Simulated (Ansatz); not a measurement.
Input and command of a plane-wave DFT calculation in Ansatz:

```yaml
crystal:
  lattice:
    - [3.1194349663, 0.0, 0.0]
    - [-1.5597174831, 2.7704259958, 0.0]
    - [0.0, 0.0, 5.2095008427]
  atoms:
    - { symbol: Ga, position: [0.6666666667, 0.3333333333, 0.4991072758] }
    - { symbol: Ga, position: [0.3333333333, 0.6666666667, 0.9991072758] }
    - { symbol: "N", position: [0.6666666667, 0.3333333333, 0.8758927242] }
    - { symbol: "N", position: [0.3333333333, 0.6666666667, 0.3758927242] }
basis:
  ecutwfc: 500
kpoints:
  mp_grid: { grid: [12, 12, 6] }
hamiltonian:
  xc: r2scan
scf:
  occupations: { method: gaussian, width: 0.02 }
output:
  forces: true
  stress: true
  eigenvalues: true
relax:
  adjacent_minimum: "off"
  f_tol: 0.008
  max_steps: 40
  cell: { stress_tol: 0.015, fix: [a, angles] }
```

```bash
ansatz run input.yaml --threads 1 --pin off --max-ram 2560MiB --backend cpu --events-out ev --progress --plain --runs-dir out
```

Processor: Intel(R) Xeon(R) Platinum 8375C CPU @ 2.90GHz (Ice Lake), 1 thread, on a host shared with other jobs.

Q: Estimate time, memory and problem size.

A: About 4 min on 1 thread of Intel(R) Xeon(R) Platinum 8375C CPU @ 2.90GHz (Ice Lake), with other jobs on the host, peak memory 0.81 GiB. It solves 22 bands at 296 k points (the mesh reduced by the symmetry that the task leaves, which can be less than the crystal's) with about 1125 plane waves (on the last cell), in 27 SCF iterations over 5 ionic steps.
